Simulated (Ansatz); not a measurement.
Zinc-blende AlSb, treated with BLYP in Ansatz (PAW).

Numerical settings: plane-wave cutoff 520 eV, 10×10×10 k mesh, Fermi–Dirac smearing 0.01 eV, scalar-relativistic PAW data made under PBE.

Pressure at four volumes; x = ln(V/31.511 Å³). One pressure is withheld.

```csv
V (Å³/atom),x,P (GPa)
29.620,-0.0619,?
30.250,-0.0408,1.89
31.511,0.0000,-0.01
33.401,0.0582,-2.15
```

Pass a parabola P(x) through the three rows shown, estimate the bulk modulus and its pressure derivative near zero pressure, and predict the withheld pressure.

Slopes between the rows: (-0.01 − (1.89))/(0.0000 − (-0.0408)) = -46.57 and (-2.15 − (-0.01))/(0.0582 − (0.0000)) = -36.77 GPa. Their difference over the span 0.0990 is c = 9.80/0.0990 = 99.0 GPa, so P(x) = 1.89 + (-46.57)(x − (-0.0408)) + 99.0 (x − (-0.0408))(x − (0.0000)). At the middle row B = −dP/dx = −[-46.57 + 99.0 × 0.0408] = 42.5 GPa, and B′ = dB/dP = 2c/B = 4.7. At x = -0.0619 the parabola gives 3.00 GPa; the run gives 3.01 GPa. The Birch–Murnaghan fit to the energies at all volumes has B0 = 42.2 GPa and B′ = 4.7.

Measured, for comparison: bulk modulus 58.2 GPa (temperature not stated, no zero-point or thermal correction; as tabulated in Toher et al. (2017), arXiv:1611.05714). Computed less measured: bulk modulus -27 %.

Spin–orbit coupling is not included.

Ansatz is a first-principles code.
